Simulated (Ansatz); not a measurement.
SnSe: computed DOS

```cif
data_structure
_symmetry_space_group_name_H-M 'P 1'
_symmetry_Int_Tables_number 1
_cell_length_a 4.2568
_cell_length_b 4.2568
_cell_length_c 4.2568
_cell_angle_alpha 60.000
_cell_angle_beta 60.000
_cell_angle_gamma 60.000
_cell_volume 54.54
loop_
_atom_site_label
_atom_site_type_symbol
_atom_site_fract_x
_atom_site_fract_y
_atom_site_fract_z
_atom_site_occupancy
Sn1 Sn 0.00000 0.00000 0.00000 1
Se1 Se 0.50000 0.50000 0.50000 1
```

The runs use the primitive cell with vectors (0.000, 3.010, 3.010), (3.010, 0.000, 3.010), (3.010, 3.010, 0.000) Å, to which the k mesh refers.

The cell is COD entry 9008725, as deposited and not checked against the literature; nothing was relaxed.

Spin–orbit coupling is left out, though it moves levels of the heavy atoms by tenths of an eV or more.

All numbers below come from Ansatz 0.2.0, DFT, PBE, all-electron LAPW, scalar-relativistic.

Settings: a Γ-centred 9×9×9 k mesh, Fermi–Dirac smearing of 0.02 eV, basis error target 0.25 meV/atom, no spin polarisation.

States per eV and cell, averaged over 0.6 eV, from -5.9 to 3.5 eV, with energies (bin centres) from the valence-band top; empty bins are left out. The partial columns, the largest 3 alone, are projections on Löwdin-orthogonalised atomic shells (those that the program's projection atoms carry: the occupied ones and, for some elements, an empty d or f shell; other empty shells have no column), summed over atoms of an element. Weights on diffuse s and p shells depend on that basis and aren't pure angular character.

```csv
E (eV),total,Se 4p,Sn 5p,Sn 5s
-5.7,0.07,0.01,0.01,0.04
-5.1,0.41,0.22,0.17,0.02
-4.5,0.86,0.50,0.33,0.03
-3.9,1.41,0.89,0.46,0.03
-3.3,1.77,1.21,0.48,0.05
-2.7,1.90,1.42,0.37,0.07
-2.1,1.23,0.92,0.19,0.10
-1.5,0.94,0.53,0.18,0.20
-0.9,1.26,0.69,0.23,0.29
-0.3,0.21,0.10,0.05,0.05
0.3,0.06,0.01,0.03,0.01
0.9,0.86,0.12,0.59,0.03
1.5,1.42,0.17,1.08,0.03
2.1,1.30,0.22,0.95,0.02
2.7,1.35,0.29,0.86,0.03
3.3,1.57,0.33,0.82,0.02
```

(1) Which of the resolved shells contributes most in the top eV of the valence band?

## Answers

(1) Se 4p, with 51 % of all states there; Sn 5s follows with 24 %.
